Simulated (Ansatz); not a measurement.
# Cadmium, hcp under r²SCAN: from relaxation to bulk modulus, part 1 of 2

Aim: take cadmium in the hcp structure, relax it, solve it on a dense k-mesh, switch on spin-orbit coupling, then scale the cell to 7 volumes from 88 to 112 % of the relaxed one and try a fit of the equation of state. The k-meshes are 12×12×6 for the relaxation; 20×20×9 for the dense run; 12×12×6 for spin-orbit coupling; 20×20×9 for the volumes. It starts from a deposited cell (COD).

Program: Ansatz 0.2.0. Level of theory: DFT r2SCAN, plane waves (500 eV) with PAW, scalar-relativistic; PAW files made under PBE, frozen cores solved again for the functional. These are calculated values, not measurements.

### 1 The starting structure

It takes space group P6_3/mmc (No. 194, hexagonal). Conventional cell: a = 2.979 Å, b = 2.979 Å, c = 5.618 Å, α = 90.00°, β = 90.00°, γ = 120.00°. Around Cd (site symmetry -6m2) lie 12 Cd at 2.98 to 3.29 Å.

Structure file:

```cif
data_structure
_symmetry_space_group_name_H-M 'P 1'
_symmetry_Int_Tables_number 1
_cell_length_a 2.9789
_cell_length_b 2.9789
_cell_length_c 5.6177
_cell_angle_alpha 90.000
_cell_angle_beta 90.000
_cell_angle_gamma 120.000
_cell_volume 43.17
loop_
_atom_site_label
_atom_site_type_symbol
_atom_site_fract_x
_atom_site_fract_y
_atom_site_fract_z
_atom_site_occupancy
Cd1 Cd 0.33333 0.66667 0.25000 1
Cd2 Cd 0.66667 0.33333 0.75000 1
```

### 2 Geometry optimisation

The input, input.yaml:

```yaml
crystal:
  lattice:
    - [2.9788725081, 0.0, 0.0]
    - [-1.489436254, 2.5797792666, 0.0]
    - [0.0, 0.0, 5.61765]
  atoms:
    - { symbol: Cd, position: [0.3333333333, 0.6666666667, 0.25] }
    - { symbol: Cd, position: [0.6666666667, 0.3333333333, 0.75] }
hamiltonian:
  xc: r2scan
  pseudopotentials:
    kind: paw
    azcp:
      Cd: "pseudopotentials/Cd.paw.azcp"
basis:
  ecutwfc: 500
  fft_grid_basis: typed
kpoints:
  mp_grid: { grid: [12, 12, 6], shift: [0, 0, 0] }
magnetization:
  spin_polarized: false
scf:
  occupations: { method: fermi_dirac, width: 0.1 }
relax:
  max_steps: 60
  f_tol: 0.01
  cell: {}
```

What it wrote:

```text
Engine: ansatz 0.2.0, x86_64-unknown-linux-gnu
Pseudopotentials: kind: paw
Pseudopotential: Cd, paw, valence charge 20, recommended cutoff 500 eV (meta_gga), <dir>
Functional definition: r2SCAN
  parameter k0 = 0.174
  parameter k1 = 0.065
  parameter a1 = 4.9479
  exchange = r2scan_x(k0 = k0, k1 = k1, a1 = a1)
  correlation = r2scan_c
Crystal: 2 atoms, lattice volume = 43.171 Å³
Basis set: ecut = 500 eV, 1113 PW (Γ), exchange–correlation on 96×96×180 points (64 copies of the dense FFT grid, shifted against one another)
Bands: 24, of which v1, the nominal top of the filled ones, is band 20 counted from 1 (19 counted from 0)
Symmetry: 24 space group operations
Space group: P63/mmc (ITA 194), of the structure as read, at distance tolerance 3.5e-5 Å
k-points: 76 of 864
Non-local potential: Cd, projectors of the file, l = 0: 3, l = 1: 2, l = 2: 2, l = 3: 1
PAW form: soft (Blöchl's): semilocal exchange-correlation on the pseudo side does not see the compensation charge
PAW frozen core: Cd, regenerated for the run's functional (the file was generated under x = pbe(κ = 0.804, μ = 0.2195149727645171), c = pbe(β = 0.06672455060314922))
PAW one-centre angular grid: Cd, 590 points (default); XC on 160 Gauss nodes
Initial density: superposition of atomic densities (neutral atoms: chi_scale 0, normalization atom), corrected by the library's trained network
Initial wavefunctions: pseudopotential atomic-orbital guess
Functional: x = r2scan, c = r2scan; τ floored in thin density (d = 2e-4 eV/Å³)
SCF iter   1: F=—  HF=-16536.354490 eV  |F-HF|=—  |Δ(HF+E_count)|=         —  Δρ=6.18e-3  dr2=8.53e-3  dr2_τ=1.31e-2  ethr=1.77e-3  ⟨swp⟩=5.3  Hψ=6903  notcnv=0
preconditioner: auto → Kerker (q_TF=auto, 2.694 Å⁻¹)  [metal: Δε(μ)=0.078 eV  Ē_g=14.039 eV  σ=0.100 eV  W_gap=0.19  n_scr=22 (ndim 8)  ℏωp=27.7 eV  f_vac=0.000  D(μ)=0.48/eV (n_scr^D=2)]
SCF iter   2: F=—  HF=-16536.361297 eV  |F-HF|=—  |Δ(HF+E_count)|=   6.81e-3  Δρ=3.70e-3  dr2=3.23e-3  dr2_τ=4.84e-4  ethr=2.13e-5  ⟨swp⟩=2.1  Hψ=2834  notcnv=0
SCF iter   3: F=—  HF=-16536.361373 eV  |F-HF|=—  |Δ(HF+E_count)|=   7.61e-5  Δρ=5.41e-4  dr2=1.14e-4  dr2_τ=7.05e-6  ethr=8.09e-6  ⟨swp⟩=2.0  Hψ=2738  notcnv=0
SCF iter   4: F=—  HF=-16536.361463 eV  |F-HF|=—  |Δ(HF+E_count)|=   9.02e-5  Δρ=2.06e-4  dr2=2.93e-5  dr2_τ=3.39e-7  ethr=2.85e-7  ⟨swp⟩=3.0  Hψ=3418  notcnv=0
SCF iter   5: F=—  HF=-16536.361475 eV  |F-HF|=—  |Δ(HF+E_count)|=   1.23e-5  Δρ=1.14e-4  dr2=8.67e-6  dr2_τ=4.29e-8  ethr=7.33e-8  ⟨swp⟩=2.6  Hψ=2717  notcnv=0
SCF iter   6: F=—  HF=-16536.361483 eV  |F-HF|=—  |Δ(HF+E_count)|=   7.54e-6  Δρ=5.69e-5  dr2=1.45e-6  dr2_τ=2.31e-8  ethr=2.17e-8  ⟨swp⟩=2.1  Hψ=2638  notcnv=0
SCF iter   7: F=—  HF=-16536.361485 eV  |F-HF|=—  |Δ(HF+E_count)|=   1.63e-6  Δρ=1.54e-5  dr2=1.29e-7  dr2_τ=1.95e-9  ethr=3.63e-9  ⟨swp⟩=2.0  Hψ=2749  notcnv=0
SCF iter   8: F=-16536.361485 eV  HF=-16536.361485 eV  |F-HF|=8.71e-9  |Δ(HF+E_count)|=   2.55e-7  Δρ=2.89e-6  dr2=3.44e-9  dr2_τ=5.97e-11  ethr=2.50e-10  ⟨swp⟩=4.1  Hψ=6118  notcnv=0
SCF 1 converged in 8 iterations: F = -16536.361485 eV  dr2 = 3.44e-9
relax step   1: F+E_penalty+E_count = -16536.36148483 eV  Δ(F+E_penalty+E_count) = +0.000e0 eV  max|allowed force component| = 1.480e-16 eV/Å  Δτ_max = 0.0000 Å  P = +0.598 GPa  Ω = 43.171 Å³  (8 SCF iters, dr2 threshold 1.00e-7 eV, accepted)
Crystal: 2 atoms, lattice volume = 44.045 Å³
Basis set: ecut = 500 eV, 1137 PW (Γ), exchange–correlation on 96×96×180 points (64 copies of the dense FFT grid, shifted against one another)
Initial density: handed on by an earlier stage of this run
Initial wavefunctions: those handed on with the density
iter 1 solved again at ethr=7.06e-6 eV; its pass at ethr=3.10e-3 eV (dr2=2.82e-3 eV) is discarded
SCF iter   1: F=—  HF=-16536.309251 eV  |F-HF|=—  |Δ(HF+E_count)|=         —  Δρ=2.30e-3  dr2=2.97e-3  dr2_τ=6.40e-2  ethr=7.06e-6  ⟨swp⟩=1.3  Hψ=9090  notcnv=0
preconditioner: auto → Kerker (q_TF=auto, 2.685 Å⁻¹)  [metal: Δε(μ)=0.201 eV  Ē_g=13.929 eV  σ=0.100 eV  W_gap=0.38  n_scr=22 (ndim 8)  ℏωp=27.4 eV  f_vac=0.000  D(μ)=0.35/eV (n_scr^D=2)]
SCF iter   2: F=—  HF=-16536.376655 eV  |F-HF|=—  |Δ(HF+E_count)|=   6.74e-2  Δρ=7.95e-4  dr2=1.57e-4  dr2_τ=2.09e-5  ethr=7.06e-6  ⟨swp⟩=2.1  Hψ=3650  notcnv=0
SCF iter   3: F=—  HF=-16536.376779 eV  |F-HF|=—  |Δ(HF+E_count)|=   1.24e-4  Δρ=4.45e-4  dr2=6.38e-5  dr2_τ=4.64e-6  ethr=3.92e-7  ⟨swp⟩=2.5  Hψ=2975  notcnv=0
SCF iter   4: F=—  HF=-16536.376877 eV  |F-HF|=—  |Δ(HF+E_count)|=   9.76e-5  Δρ=1.71e-4  dr2=1.81e-5  dr2_τ=1.50e-7  ethr=1.60e-7  ⟨swp⟩=2.1  Hψ=3128  notcnv=0
SCF iter   5: F=—  HF=-16536.376884 eV  |F-HF|=—  |Δ(HF+E_count)|=   7.21e-6  Δρ=1.18e-4  dr2=7.33e-6  dr2_τ=6.75e-8  ethr=4.54e-8  ⟨swp⟩=2.2  Hψ=2567  notcnv=0
SCF iter   6: F=—  HF=-16536.376883 eV  |F-HF|=—  |Δ(HF+E_count)|=   5.63e-7  Δρ=7.68e-5  dr2=2.90e-6  dr2_τ=2.61e-8  ethr=1.83e-8  ⟨swp⟩=1.2  Hψ=1837  notcnv=0
SCF iter   7: F=—  HF=-16536.376883 eV  |F-HF|=—  |Δ(HF+E_count)|=   2.91e-7  Δρ=4.01e-5  dr2=7.85e-7  dr2_τ=6.05e-9  ethr=7.25e-9  ⟨swp⟩=1.0  Hψ=1824  notcnv=0
SCF iter   8: F=-16536.376883 eV  HF=-16536.376883 eV  |F-HF|=2.89e-8  |Δ(HF+E_count)|=   7.21e-8  Δρ=1.36e-5  dr2=9.49e-8  dr2_τ=7.39e-10  ethr=5.00e-10  ⟨swp⟩=2.3  Hψ=6411  notcnv=0
SCF 2 converged in 8 iterations: F = -16536.376883 eV  dr2 = 9.49e-8
relax step   2: F+E_penalty+E_count = -16536.37688308 eV  Δ(F+E_penalty+E_count) = -1.540e-2 eV  max|allowed force component| = 1.804e-16 eV/Å  Δτ_max = 0.0000 Å  P = -0.061 GPa  Ω = 44.045 Å³  energy of the carried Pulay correction = -5.286e-4 eV  (8 SCF iters, dr2 threshold 2.00e-7 eV, accepted)
Crystal: 2 atoms, lattice volume = 43.792 Å³
Basis set: ecut = 500 eV, 1125 PW (Γ), exchange–correlation on 96×96×180 points (64 copies of the dense FFT grid, shifted against one another)
iter 1 solved again at ethr=8.09e-6 eV; its pass at ethr=3.10e-3 eV (dr2=3.24e-3 eV) is discarded
SCF iter   1: F=—  HF=-16536.310769 eV  |F-HF|=—  |Δ(HF+E_count)|=         —  Δρ=2.33e-3  dr2=3.36e-3  dr2_τ=6.06e-2  ethr=8.09e-6  ⟨swp⟩=1.1  Hψ=9042  notcnv=0
preconditioner: auto → Kerker (q_TF=auto, 2.687 Å⁻¹)  [metal: Δε(μ)=0.123 eV  Ē_g=14.002 eV  σ=0.100 eV  W_gap=0.27  n_scr=10 (ndim 8)  ℏωp=27.5 eV  f_vac=0.000  D(μ)=0.30/eV (n_scr^D=2)]
SCF iter   2: F=—  HF=-16536.374674 eV  |F-HF|=—  |Δ(HF+E_count)|=   6.39e-2  Δρ=7.09e-4  dr2=1.96e-4  dr2_τ=2.23e-5  ethr=8.09e-6  ⟨swp⟩=2.1  Hψ=3658  notcnv=0
preconditioner: auto → none  [insulator: Δε(μ)=0.299 eV  Ē_g=14.005 eV  σ=0.100 eV  W_gap=0.54  n_scr=10 (ndim 8)  ℏωp=27.5 eV  f_vac=0.000  D(μ)=0.32/eV (n_scr^D=2)  ε∞_Penn≈4.9]
SCF iter   3: F=—  HF=-16536.374865 eV  |F-HF|=—  |Δ(HF+E_count)|=   1.92e-4  Δρ=3.89e-4  dr2=9.21e-5  dr2_τ=2.80e-6  ethr=4.90e-7  ⟨swp⟩=2.0  Hψ=2679  notcnv=0
SCF iter   4: F=—  HF=-16536.374899 eV  |F-HF|=—  |Δ(HF+E_count)|=   3.34e-5  Δρ=2.44e-4  dr2=3.51e-5  dr2_τ=4.30e-7  ethr=2.30e-7  ⟨swp⟩=2.1  Hψ=2729  notcnv=0
SCF iter   5: F=—  HF=-16536.374905 eV  |F-HF|=—  |Δ(HF+E_count)|=   5.73e-6  Δρ=1.36e-4  dr2=1.14e-5  dr2_τ=7.99e-8  ethr=8.78e-8  ⟨swp⟩=2.4  Hψ=2665  notcnv=0
SCF iter   6: F=—  HF=-16536.374904 eV  |F-HF|=—  |Δ(HF+E_count)|=   8.31e-8  Δρ=7.02e-5  dr2=2.95e-6  dr2_τ=2.04e-8  ethr=2.86e-8  ⟨swp⟩=1.3  Hψ=1844  notcnv=0
SCF iter   7: F=—  HF=-16536.374904 eV  |F-HF|=—  |Δ(HF+E_count)|=   1.85e-7  Δρ=2.27e-5  dr2=2.81e-7  dr2_τ=2.44e-9  ethr=7.38e-9  ⟨swp⟩=1.7  Hψ=1949  notcnv=0
SCF iter   8: F=-16536.374904 eV  HF=-16536.374904 eV  |F-HF|=9.98e-9  |Δ(HF+E_count)|=   1.51e-8  Δρ=1.02e-5  dr2=5.97e-8  dr2_τ=5.08e-10  ethr=5.00e-10  ⟨swp⟩=3.4  Hψ=5219  notcnv=0
SCF 3 converged in 8 iterations: F = -16536.374904 eV  dr2 = 5.97e-8
relax step   3: F+E_penalty+E_count = -16536.37490428 eV  Δ(F+E_penalty+E_count) = +1.979e-3 eV  max|allowed force component| = 9.252e-18 eV/Å  Δτ_max = 0.0000 Å  P = +1.211 GPa  Ω = 43.792 Å³  energy of the carried Pulay correction = -3.282e-4 eV  (8 SCF iters, dr2 threshold 2.00e-7 eV, rejected (line search))
[... 13 lines left out ...]
relax step   4: F+E_penalty+E_count = -16536.37971874 eV  Δ(F+E_penalty+E_count) = -2.836e-3 eV  max|allowed force component| = 8.327e-17 eV/Å  Δτ_max = 0.0000 Å  P = +0.064 GPa  Ω = 44.205 Å³  energy of the carried Pulay correction = -6.140e-4 eV  (9 SCF iters, accepted)
[... 8 lines left out ...]
relax step   5: F+E_penalty+E_count = -16536.37984808 eV  Δ(F+E_penalty+E_count) = -1.293e-4 eV  max|allowed force component| = 1.850e-17 eV/Å  Δτ_max = 0.0000 Å  P = +0.031 GPa  Ω = 44.317 Å³  energy of the carried Pulay correction = -6.796e-4 eV  (4 SCF iters, dr2 threshold 2.00e-7 eV, accepted)
[... 10 lines left out ...]
relax step   6: F+E_penalty+E_count = -16536.38077733 eV  Δ(F+E_penalty+E_count) = -9.292e-4 eV  max|allowed force component| = 6.939e-17 eV/Å  Δτ_max = 0.0000 Å  P = +0.042 GPa  Ω = 44.317 Å³  stress off target by 8.04e-2 GPa  SCF on the basis re-selected at this cell (its energy is not comparable with the rows above)  (6 SCF iters)
[... 9 lines left out ...]
relax step   7: F+E_penalty+E_count = -16536.38075784 eV  Δ(F+E_penalty+E_count) = +1.948e-5 eV  max|allowed force component| = 5.551e-17 eV/Å  Δτ_max = 0.0000 Å  P = -0.002 GPa  Ω = 44.371 Å³  energy of the carried Pulay correction = -3.237e-5 eV  (4 SCF iters, dr2 threshold 1.62e-8 eV, accepted)
iter 1 solved again at ethr=2.31e-9 eV; its pass at ethr=3.10e-3 eV (dr2=9.23e-7 eV) is discarded
SCF iter   1: F=—  HF=-16536.380796 eV  |F-HF|=—  |Δ(HF+E_count)|=         —  Δρ=6.36e-6  dr2=1.64e-8  dr2_τ=1.39e-8  ethr=2.31e-9  ⟨swp⟩=3.5  Hψ=12072  notcnv=0
preconditioner: auto → Resta (q_TF=auto, 2.682 Å⁻¹)  ε∞=4.9  [insulator: Δε(μ)=0.359 eV  Ē_g=13.902 eV  σ=0.100 eV  W_gap=0.60  n_scr=22 (ndim 8)  ℏωp=27.3 eV  f_vac=0.000  D(μ)=0.32/eV (n_scr^D=2)  ε∞_Penn≈4.9]
SCF iter   2: F=—  HF=-16536.380796 eV  |F-HF|=—  |Δ(HF+E_count)|=   1.13e-8  Δρ=3.63e-6  dr2=5.57e-9  dr2_τ=4.51e-10  ethr=4.10e-11  ⟨swp⟩=2.3  Hψ=2626  notcnv=0
SCF iter   3: F=—  HF=-16536.380796 eV  |F-HF|=—  |Δ(HF+E_count)|=   1.01e-8  Δρ=1.20e-6  dr2=9.18e-10  dr2_τ=4.01e-11  ethr=1.39e-11  ⟨swp⟩=2.0  Hψ=2659  notcnv=0
SCF iter   4: F=—  HF=-16536.380796 eV  |F-HF|=—  |Δ(HF+E_count)|=  9.02e-10  Δρ=3.35e-7  dr2=3.46e-11  dr2_τ=3.39e-12  ethr=2.30e-12  ⟨swp⟩=2.0  Hψ=2752  notcnv=0
SCF iter   5: F=-16536.380796 eV  HF=-16536.380796 eV  |F-HF|=3.64e-12  |Δ(HF+E_count)|=  5.46e-11  Δρ=7.28e-8  dr2=1.43e-12  dr2_τ=7.45e-14  ethr=1.00e-12  ⟨swp⟩=5.1  Hψ=7587  notcnv=0
SCF 8 converged in 5 iterations: F = -16536.380796 eV  dr2 = 1.43e-12
relax step   8: F+E_penalty+E_count = -16536.38079608 eV  Δ(F+E_penalty+E_count) = -3.824e-5 eV  max|allowed force component| = 5.551e-17 eV/Å  Δτ_max = 0.0000 Å  P = -0.002 GPa  Ω = 44.371 Å³  stress off target by 3.52e-3 GPa  SCF on the basis re-selected at this cell (its energy is not comparable with the rows above)  (5 SCF iters)
basis re-selected at this cell: Δ(F+E_penalty+E_count) = -3.824e-5 eV, ΔP = +0.000 GPa vs the last step (what re-selecting the basis moved, of the pressure what is left beyond the Pulay correction that the steps carried, after the strain that the cell walked since its last selection, with what the two solves' SCF thresholds leave and, on support functions, any second-order correction that the steps lacked; it is no measure of the basis error at this ecutwfc). This SCF's stress stands 3.52e-3 GPa from its target on what of the cell is left free (relax.cell.stress_tol is 5.00e-2 GPa) and its largest allowed force component is 5.55e-17 eV/Å (relax.f_tol is 1.00e-2 eV/Å): within both
SCF converged after 5 iterations
Free energy (F): -16536.380796 eV
Harris-Foulkes:  -16536.380796 eV  (|F-HF|=3.64e-12)
Internal energy: -16536.369786 eV  (E = F + TS)
E sigma→0 (E₀):  -16536.375291 eV
Entropy (-TS):   -0.011011 eV (-5.505 meV/atom)
Fermi energy:    14.147579 eV
--- Per-component energies (eV) ---
  E_band       = -857.070281
  E_kinetic    = 1010.769348
  E_local      = -6013.381871  (includes V_loc(G=0)·N_el)
  E_nonlocal   = 65.379195
  E_hartree    = 2827.864549
  E_xc         = -337.827597
  E_vxc        = -494.177218  (∫ρ·V_xc dr)
  E_paw        = -8208.528124  (= ΣΔE_a)
  E_vpaw       = -1116.613872  (= ΣTr[D̂ρ^β])
  E_aug_tail   = 0.000012  (compensation charges beyond the density's cutoff)
  E_vtau       = 35.225088  (kinetic-family band-sum trace: ∫τ·v_τ [+ j·A + Jᵃ·Aᵃ] dr)
  E_ewald      = -5879.515755
  E_core_change = -1.129541  (= ΣΔE_core)
  E_smearing   = -0.011011  (= −TS)
  E_closure    = 0.000000  (closes the sum)
  Σ components = -16536.380796   (vs F -16536.380796, Δ=0.00e0)
--- Forces (eV/Å), atoms counted from 1 ---
  atom   1  Cd    -0.00000000     0.00000000     0.00000000
  atom   2  Cd     0.00000000    -0.00000000     0.00000000
  max |Σ_I F_I| component: 2.78e-17 eV/Å
--- Stress (GPa, compression-positive) ---
       -0.003525      -0.000000       0.000000
        0.000000      -0.003525       0.000000
        0.000000       0.000000       0.000788
  P = ⅓ Tr σ = -0.0021 GPa (-0.021 kbar)
--- Relaxed structure (6 steps of the walk, 5 accepted, 2 SCFs on fresh bases) ---
  F+E_penalty+E_count = -16536.38079608 eV   max|allowed force component| = 5.551e-17 eV/Å   (the final SCF, on the basis selected at the relaxed cell)
  cell:  # Å, volume = 44.3713 Å³
    - [2.9509006244903735, -2.8596509890368653e-11, -3.870494446563534e-33]
    - [-1.4754503122204214, 2.555554904866326, 1.9352472232492844e-33]
    - [-7.401902456525884e-33, 0.0, 5.88385475567882]
  atoms:
    - { symbol: Cd, position: [0.33333333333333337, 0.6666666666666666, 0.25] }
    - { symbol: Cd, position: [0.6666666666666667, 0.3333333333333333, 0.7499999999999999] }
```

Run time: 75 s. Hardware: 1 thread of an x86-64 CPU, shared host; peak memory 0.7 GiB.

The steps of the relaxation:

```tsv
step	energy change (meV/atom)	largest force (eV/Å)	pressure (GPa)	volume (Å³/atom)	accepted
1	0.00	0.0000	0.60	21.585	yes
2	-7.70	0.0000	-0.06	22.022	yes
3	-6.71	0.0000	1.21	21.896	no
4	-9.12	0.0000	0.06	22.103	yes
5	-9.18	0.0000	0.03	22.158	yes
6	-9.65	0.0000	0.04	22.158	yes
7	-9.64	0.0000	0.00	22.186	yes
8	-9.66	0.0000	0.00	22.186	yes
```

Steps that repeat a cell are solved on a basis chosen anew, so their changes of energy are no gain of the relaxation.

The cell of the run, before and after:

|  | before | after | change |
| --- | --- | --- | --- |
| a (Å) | 2.979 | 2.951 | -0.9 % |
| b (Å) | 2.979 | 2.951 | -0.9 % |
| c (Å) | 5.618 | 5.884 | +4.7 % |
| volume (Å³/atom) | 21.585 | 22.186 | +2.8 % |
| shortest distance (Å) | 2.979 | 2.951 | -0.9 % |
| space group (spins left aside) | P6_3/mmc | P6_3/mmc | same |

### 3 Single point on a dense mesh

The input, input.yaml:

```yaml
crystal:
  lattice:
    - [2.9509006245, 0.0, 0.0]
    - [-1.4754503122, 2.5555549049, 0.0]
    - [0.0, 0.0, 5.8838547557]
  atoms:
    - { symbol: Cd, position: [0.3333333333, 0.6666666667, 0.25] }
    - { symbol: Cd, position: [0.6666666667, 0.3333333333, 0.75] }
hamiltonian:
  xc: r2scan
  pseudopotentials:
    kind: paw
    azcp:
      Cd: "pseudopotentials/Cd.paw.azcp"
basis:
  ecutwfc: 500
  fft_grid_basis: typed
kpoints:
  mp_grid: { grid: [20, 20, 9], shift: [0, 0, 0] }
magnetization:
  spin_polarized: false
scf:
  occupations: { method: fermi_dirac, width: 0.1 }
```

What it wrote (excerpt; [...] marks lines left out):

```text
[...]
[... 3 set-up lines as earlier in the session ...]
[...]
Crystal: 2 atoms, lattice volume = 44.371 Å³
Basis set: ecut = 500 eV, 1113 PW (Γ), exchange–correlation on 96×96×180 points (64 copies of the dense FFT grid, shifted against one another)
Bands: 24, of which v1, the nominal top of the filled ones, is band 20 counted from 1 (19 counted from 0)
[... 2 set-up lines as earlier in the session ...]
k-points: 220 of 3600
[...]
SCF iter   1: F=—  HF=-16536.362434 eV  |F-HF|=—  |Δ(HF+E_count)|=         —  Δρ=6.18e-3  dr2=9.11e-3  dr2_τ=1.31e-2  ethr=1.77e-3  ⟨swp⟩=5.6  Hψ=20129  notcnv=0
[...]
SCF iter   7: F=-16536.368257 eV  HF=-16536.368257 eV  |F-HF|=1.02e-7  |Δ(HF+E_count)|=   8.76e-7  Δρ=1.27e-5  dr2=9.59e-8  dr2_τ=1.74e-9  ethr=2.50e-10  ⟨swp⟩=1.0  Hψ=14098  notcnv=0
[...]
SCF converged after 7 iterations
Free energy (F): -16536.368257 eV
[...]
E sigma→0 (E₀):  -16536.361337 eV
Entropy (-TS):   -0.013841 eV (-6.920 meV/atom)
Fermi energy:    14.197949 eV
[...]
```

Wall time 21 s (1 thread of an x86-64 CPU, shared host); peak memory 0.74 GiB.

### 4 A two-component run at the same geometry

input.yaml: that of step 3 with these lines changed.

```diff
@@ -11,3 +11,3 @@
   pseudopotentials:
-    kind: paw
+    kind: paw_fr
     azcp:
@@ -18,5 +18,6 @@
 kpoints:
-  mp_grid: { grid: [20, 20, 9], shift: [0, 0, 0] }
+  mp_grid: { grid: [12, 12, 6], shift: [0, 0, 0] }
 magnetization:
-  spin_polarized: false
+  noncollinear: true
+  spin_orbit: true
 scf:
```

What it wrote (excerpt; [...] marks lines left out):

```text
[...]
Pseudopotentials: kind: paw_fr
Pseudopotential: Cd, paw_fr, valence charge 20, recommended cutoff 500 eV (meta_gga), <dir>
[... 1 set-up line as earlier in the session ...]
[...]
non-collinear run that drives no moment, with spin-orbit: no starting moment large enough to seed its density (crystal.atoms[].spin), no starting occupations that ask for one, no magnetisation constraint and no magnetic field, so the semilocal B_xc is pinned to zero
Crystal: 2 atoms, lattice volume = 44.371 Å³
Basis set: ecut = 500 eV, 1113 PW (Γ), exchange–correlation on 96×96×180 points (64 copies of the dense FFT grid, shifted against one another)
Bands: 48, of which v1, the nominal top of the filled ones, is band 40 counted from 1 (39 counted from 0)
Symmetry: 24 space group operations + 24 with time reversal
Magnetic group: BNS 194.264 (UNI 1494), of the structure as read, at distance tolerance 3.5e-5 Å
[...]
spin=Noncollinear: Resta preconditioning applied to the charge; magnetization (m_x, m_y, m_z) channels mix plain (no charge-response kernel on spin).
[...]
SCF iter   7: F=-16520.233654 eV  HF=-16520.233654 eV  |F-HF|=1.34e-7  |Δ(HF+E_count)|=   2.07e-6  Δρ=1.19e-5  dr2=7.12e-8  dr2_τ=3.90e-10  dr2_m=0.00e0 (ungated)  ethr=2.15e-10  |M|=0.00e0 ∫|m|=0.00e0 μB  |m|>n=0.0e0 m-floor=0.0e0 τ_xc=0.0e0  ⟨swp⟩=3.1  Hψ=4565  notcnv=0
[...]
SCF converged after 7 iterations
Magnetization: |M| = 0.0000 μB,  M = (+0.0000, +0.0000, +0.0000) μB
Absolute magnetization: 0.0000 μB (∫|m|)
  site 0: m = (+0.0000, +0.0000, +0.0000) μB, |m| = 0.0000 μB  (R = 1.22 Å)
  site 1: m = (+0.0000, +0.0000, +0.0000) μB, |m| = 0.0000 μB  (R = 1.22 Å)
Free energy (F): -16520.233654 eV
[...]
E sigma→0 (E₀):  -16520.228167 eV
Entropy (-TS):   -0.010973 eV (-5.487 meV/atom)
Fermi energy:    14.142914 eV
[...]
```

Run time: 46 s. Hardware: 1 thread of an x86-64 CPU, shared host; peak memory 0.78 GiB.

With and without spin-orbit coupling:

```tsv
	scalar-relativistic	with spin-orbit coupling
k-mesh	20×20×9	12×12×6
gap on the mesh	none (levels filled in part)	none (levels filled in part)
```

The meshes differ, so small differences between the columns need not come from spin-orbit coupling.

(Continued in part 2 of 2.)
